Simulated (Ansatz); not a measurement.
Cu Kα1 powder pattern (kinematic, no thermal factors).
2θ (°) (relative intensity): 16.06 (100), 21.75 (37), 23.02 (89), 23.77 (13), 24.83 (4), 25.50 (4), 26.19 (3), 29.50 (6), 31.88 (19), 32.44 (3), 32.97 (46), 35.06 (56), 37.70 (2), 39.98 (30), 40.52 (2), 40.98 (1), 41.35 (50), 42.45 (2), 43.34 (16), 44.34 (5), 45.85 (70), 45.96 (10), 47.04 (4), 47.20 (17), 47.63 (1), 48.42 (1), 48.66 (11), 49.55 (3), 50.54 (5), 52.39 (1), 53.89 (4), 54.20 (31), 54.24 (4), 57.74 (3), 57.93 (2), 59.72 (1), 61.22 (4), 61.62 (2), 61.96 (1), 62.24 (7), 63.06 (5), 63.14 (4), 63.77 (11), 64.73 (9), 65.47 (2), 65.69 (6), 67.56 (2), 67.93 (2), 68.19 (5), 68.95 (5), 69.17 (3), 71.98 (10), 72.50 (1), 72.54 (3), 73.54 (9), 73.77 (6), 76.33 (1), 76.33 (3), 76.75 (15), 77.40 (4), 77.76 (4), 80.32 (1), 80.50 (1), 80.79 (1), 80.96 (1), 81.83 (2), 82.79 (6), 83.28 (1), 83.70 (11), 85.66 (12), 86.26 (3), 87.67 (1), 88.50 (2), 88.59 (1), 88.87 (3), 88.99 (4), 89.85 (4)

The pattern is computed from a structure relaxed with DFT PBE, scalar-relativistic, plane waves, PAW in Ansatz. No spin polarisation. Its elements are Cd, Se.

Problem. Give the structure.

Solution. CdSe.
Space group Pnma (No. 62). a = 8.165 Å, b = 4.507 Å, c = 7.479 Å, α = 90.00°, β = 90.00°, γ = 90.00°
```
atom  site  symmetry       x       y       z
  Cd    4c       .m. 0.8408  0.7500  0.3990
  Se    4c       .m. 0.8223  0.2500  0.5960
```

A pattern alone doesn't exclude other cells with like lines; this is the one computed.

The cell was found from a structure generator's guess, not taken from experiment.
